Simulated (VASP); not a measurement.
Write the native input for VASP 6.6.1 that does the following.

- Task: density of states
- Functional: PBE
- Potentials or basis: VASP PAW PBE potentials, release 64 (Zr_sv, Se)
- Cutoff: 520 eV
- k mesh: 9 × 9 × 5
- Occupations: gaussian, width 0.03 eV
- Spin: no spin polarisation
- k mesh for the DOS: 14 × 14 × 8
- Occupations for the DOS: tetrahedron
- Further INCAR settings: ALGO = Normal; EDIFF = 1e-07

The system is ZrSe2.

```
CELL_PARAMETERS angstrom
3.73854 0.00000 0.00000
-1.86927 3.23767 0.00000
0.00000 0.00000 6.03219
ATOMIC_POSITIONS crystal
Zr 0.00000 0.00000 0.00000
Se 0.33333 0.66667 0.26500
Se 0.66667 0.33333 0.73500
```

One way to write it, as run:

POSCAR

```
ZrSe2                                   
1.0
    3.7385421888      0.0000000000     -0.0000000000
   -1.8692710944      3.2376725087      0.0000000000
    0.0000000000     -0.0000000000      6.0321894018
  Zr              Se            
     1     2
Direct
     0.0000000000000000    0.0000000000000000    0.0000000000000000
     0.3333333332999970    0.6666666667000030    0.2650002634785272
     0.6666666667000030    0.3333333332999970    0.7349997365214729
```

INCAR.step1

```
SYSTEM = ZrSe2
ALGO     = Normal         ! electronic algorithm
EDIFF    = 1E-7           ! SCF threshold, eV
ENCUT    = 520            ! plane-wave cutoff, eV
GGA      = PE             ! functional
ISIF     = 2              ! what is computed and relaxed
ISMEAR   = 0              ! smearing method
KPAR     = 2            
LASPH    = .TRUE.         ! aspherical terms in the spheres
LCHARG   = .TRUE.         ! write CHGCAR
LMAXMIX  = 4              ! l up to which the mixer works
LREAL    = .FALSE.        ! projectors in reciprocal space
LWAVE    = .FALSE.        ! write WAVECAR
NELM     = 80             ! most SCF steps
PREC     = Accurate       ! precision mode
SIGMA    = 0.03           ! smearing width, eV
```

KPOINTS.step1

```
k-points
0
G
  9 9 5
  0 0 0
```

INCAR.step2

```
SYSTEM = ZrSe2
ALGO     = Normal         ! electronic algorithm
EDIFF    = 1E-7           ! SCF threshold, eV
ENCUT    = 520            ! plane-wave cutoff, eV
GGA      = PE             ! functional
ICHARG   = 11             ! starting density
ISIF     = 2              ! what is computed and relaxed
ISMEAR   = -5             ! smearing method
KPAR     = 2            
LASPH    = .TRUE.         ! aspherical terms in the spheres
LCHARG   = .FALSE.        ! write CHGCAR
LMAXMIX  = 4              ! l up to which the mixer works
LORBIT   = 10             ! projections on sites
LREAL    = .FALSE.        ! projectors in reciprocal space
LWAVE    = .FALSE.        ! write WAVECAR
NEDOS    = 1001           ! points of the DOS
NELM     = 80             ! most SCF steps
PREC     = Accurate       ! precision mode
SIGMA    = 0.03           ! smearing width, eV
```

KPOINTS.step2

```
k-points
0
G
  14 14 8
  0 0 0
```

Potentials or basis: VASP PAW PBE potentials, release 64 (Zr_sv, Se).

Launch:

```console
$ cat potpaw_PBE.64/Zr_sv/POTCAR potpaw_PBE.64/Se/POTCAR > POTCAR
$ cp INCAR.step1 INCAR
$ cp KPOINTS.step1 KPOINTS
$ mpirun -np 2 vasp_std > vasp.out
$ cp INCAR.step2 INCAR
$ cp KPOINTS.step2 KPOINTS
$ mpirun -np 2 vasp_std > vasp.out
```

Results of the run:

```
Valence electrons inside the program's atomic spheres : Zr 9.66; Se 3.89
```

It took 56 s on 2 MPI ranks on Intel(R) Xeon(R) Platinum 8488C (Sapphire Rapids), on a shared host, peak memory 0.33 GiB a rank.
